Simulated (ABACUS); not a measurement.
Set up this calculation in ABACUS 3.10.1, as an ASE script.

```yaml
Task: relaxation of cell and atoms
Functional: HLE16
Potentials_or_basis: PseudoDojo NC SR 0.4.1 PBE standard
Cutoff: 966 eV
Density_cutoff: 3864 eV
Basis: plane waves
k_mesh: 6 × 6 × 6
Occupations: fermi-dirac, width 0.05 eV
Spin: no spin polarisation
Max_steps_of_the_relaxation: 60
Force_threshold: 0.02 eV/Å
Optimiser: cg
Stress_threshold: 1 kbar
Radial_cutoff_of_the_potentials_pseudo_rcut: 10 bohr
SCF_threshold_on_the_density: 1e-08
Max_SCF_steps: 100
Eigensolver: dav
Mixing: broyden
Mixing_share: 0.7
Symmetry_key: 1
Bands: 13
```

The structure of InP lies in InP.cif:

```cif
data_InP
_cell_length_a 5.86100000
_cell_length_b 5.86100000
_cell_length_c 5.86100000
_cell_angle_alpha 90.00000000
_cell_angle_beta 90.00000000
_cell_angle_gamma 90.00000000
_space_group_name_H-M_alt 'F-43m'
_space_group_name_Hall 'F -4 2 3'
_space_group_IT_number 216
loop_
_space_group_symop_operation_xyz
'x,y,z'
'y,-x,-z'
'-x,-y,z'
'-y,x,-z'
'x,-y,-z'
'y,x,z'
'-x,y,-z'
'-y,-x,z'
'z,x,y'
'-z,y,-x'
'z,-x,-y'
'-z,-y,x'
'-z,x,-y'
'z,y,x'
'-z,-x,y'
'z,-y,-x'
'y,z,x'
'-x,-z,y'
'-y,z,-x'
'x,-z,-y'
'-y,-z,x'
'x,z,y'
'y,-z,-x'
'-x,z,-y'
'x,y+1/2,z+1/2'
'y,-x+1/2,-z+1/2'
'-x,-y+1/2,z+1/2'
'-y,x+1/2,-z+1/2'
'x,-y+1/2,-z+1/2'
'y,x+1/2,z+1/2'
'-x,y+1/2,-z+1/2'
'-y,-x+1/2,z+1/2'
'z,x+1/2,y+1/2'
'-z,y+1/2,-x+1/2'
'z,-x+1/2,-y+1/2'
'-z,-y+1/2,x+1/2'
'-z,x+1/2,-y+1/2'
'z,y+1/2,x+1/2'
'-z,-x+1/2,y+1/2'
'z,-y+1/2,-x+1/2'
'y,z+1/2,x+1/2'
'-x,-z+1/2,y+1/2'
'-y,z+1/2,-x+1/2'
'x,-z+1/2,-y+1/2'
'-y,-z+1/2,x+1/2'
'x,z+1/2,y+1/2'
'y,-z+1/2,-x+1/2'
'-x,z+1/2,-y+1/2'
'x+1/2,y,z+1/2'
'y+1/2,-x,-z+1/2'
'-x+1/2,-y,z+1/2'
'-y+1/2,x,-z+1/2'
'x+1/2,-y,-z+1/2'
'y+1/2,x,z+1/2'
'-x+1/2,y,-z+1/2'
'-y+1/2,-x,z+1/2'
'z+1/2,x,y+1/2'
'-z+1/2,y,-x+1/2'
'z+1/2,-x,-y+1/2'
'-z+1/2,-y,x+1/2'
'-z+1/2,x,-y+1/2'
'z+1/2,y,x+1/2'
'-z+1/2,-x,y+1/2'
'z+1/2,-y,-x+1/2'
'y+1/2,z,x+1/2'
'-x+1/2,-z,y+1/2'
'-y+1/2,z,-x+1/2'
'x+1/2,-z,-y+1/2'
'-y+1/2,-z,x+1/2'
'x+1/2,z,y+1/2'
'y+1/2,-z,-x+1/2'
'-x+1/2,z,-y+1/2'
'x+1/2,y+1/2,z'
'y+1/2,-x+1/2,-z'
'-x+1/2,-y+1/2,z'
'-y+1/2,x+1/2,-z'
'x+1/2,-y+1/2,-z'
'y+1/2,x+1/2,z'
'-x+1/2,y+1/2,-z'
'-y+1/2,-x+1/2,z'
'z+1/2,x+1/2,y'
'-z+1/2,y+1/2,-x'
'z+1/2,-x+1/2,-y'
'-z+1/2,-y+1/2,x'
'-z+1/2,x+1/2,-y'
'z+1/2,y+1/2,x'
'-z+1/2,-x+1/2,y'
'z+1/2,-y+1/2,-x'
'y+1/2,z+1/2,x'
'-x+1/2,-z+1/2,y'
'-y+1/2,z+1/2,-x'
'x+1/2,-z+1/2,-y'
'-y+1/2,-z+1/2,x'
'x+1/2,z+1/2,y'
'y+1/2,-z+1/2,-x'
'-x+1/2,z+1/2,-y'
loop_
_atom_site_label
_atom_site_type_symbol
_atom_site_symmetry_multiplicity
_atom_site_Wyckoff_symbol
_atom_site_fract_x
_atom_site_fract_y
_atom_site_fract_z
_atom_site_occupancy
In1 In 4 a 0.0000000000 0.0000000000 0.0000000000 1
P1 P 4 c 0.2500000000 0.2500000000 0.2500000000 1
```

One way to write it, as run:

run_abacus.py

```python
"""ABACUS run from a structure file: ASE reads it, the script writes STRU, KPT and INPUT."""
import re
import subprocess
import spglib
from ase import Atoms
from ase.io import read
from ase.units import Bohr

atoms = read("InP.cif")
cell, frac, numbers = spglib.standardize_cell((atoms.cell[:], atoms.get_scaled_positions(), atoms.numbers), to_primitive=True, symprec=1e-4)
atoms = Atoms(numbers=numbers, cell=cell, scaled_positions=frac, pbc=True)  # the primitive cell
atoms = atoms[(-atoms.numbers).argsort(kind="stable")]  # ABACUS lists atoms element by element
pseudo = {'In': 'In.upf', 'P': 'P.upf'}
orbital = {}
magmoms = None
kmesh = [6, 6, 6]
params = {
    'suffix': 'InP',
    'calculation': 'cell-relax',
    'basis_type': 'pw',
    'pseudo_dir': './',
    'symmetry': 1,
    'dft_functional': 'GGA_XC_HLE16',
    'ecutwfc': 71,
    'pseudo_rcut': 10,
    'nspin': 1,
    'nbands': 13,
    'ks_solver': 'dav',
    'smearing_method': 'fd',
    'smearing_sigma': 0.00367493,
    'scf_thr': 1e-08,
    'scf_nmax': 100,
    'mixing_type': 'broyden',
    'mixing_beta': 0.7,
    'cal_force': 1,
    'cal_stress': 1,
    'relax_nmax': 60,
    'force_thr_ev': 0.02,
    'relax_method': 'cg',
    'out_stru': 1,
    'stress_thr': 1,
    'kpar': 4,
}

symbols = atoms.get_chemical_symbols()
elements = list(dict.fromkeys(symbols))
lines = ["ATOMIC_SPECIES"] + [f"{e} {atoms.get_masses()[symbols.index(e)]:.4f} {pseudo[e]}" for e in elements]
if orbital:
    lines += ["", "NUMERICAL_ORBITAL"] + [orbital[e] for e in elements]
lines += ["", "LATTICE_CONSTANT", f"{1 / Bohr:.10f}", "", "LATTICE_VECTORS"]
lines += [" ".join(f"{x:.10f}" for x in v) for v in atoms.cell]
lines += ["", "ATOMIC_POSITIONS", "Direct"]
for e in elements:
    lines += ["", e, "0.0", str(symbols.count(e))]
    for i, p in enumerate(atoms.get_scaled_positions(wrap=False)):
        if symbols[i] == e:
            mag = "" if magmoms is None else " mag " + " ".join(str(x) for x in (magmoms[i] if isinstance(magmoms[i], list) else [magmoms[i]]))
            lines.append(" ".join(f"{x:.10f}" for x in p) + " 1 1 1" + mag)
open("STRU", "w").write("\n".join(lines) + "\n")
open("KPT", "w").write("K_POINTS\n0\nGamma\n%d %d %d 0 0 0\n" % tuple(kmesh))
open("INPUT", "w").write("INPUT_PARAMETERS\n" + "".join(f"{k:<20s}{v}\n" for k, v in params.items()))

done = subprocess.run(['mpirun', '-np', '4', 'abacus'])
if done.returncode:
    raise SystemExit(done.returncode)
log = open("OUT.InP/running_cell-relax.log").read()
print("final energy (eV):", re.findall(r"FINAL_ETOT_IS (\S+)", log))
```

Potentials or basis: PseudoDojo NC SR 0.4.1 PBE standard, plane waves.

Command:

```sh
$ OMP_NUM_THREADS=1 python run_abacus.py > log
```

Results of the run:

```
Relaxed volume                         : 23.16 Å³/atom
Relaxed cell                           : a = 4.031 Å, b = 4.031 Å, c = 4.031 Å, α = 60.00°, β = 60.00°, γ = 60.00°
Space group after relaxing (to 0.05 Å) : F-43m (No. 216)
Energy gained by relaxing              : 37.6 meV/atom
Ionic steps                            : 3
Pressure after relaxing                : 0.0 GPa
Band gap on the k mesh                 : 1.97 eV, direct
```

Caveat: the potentials were made for a functional far from this one; the potentials were made for another functional, which shifts forces and pressure; spin-orbit coupling is left out, which moves the levels of the heavy elements.

Wall time 10 s on 4 MPI ranks on Intel(R) Xeon(R) 6975P-C (Granite Rapids), with other jobs on the host, peak memory 0.4 GiB a rank.
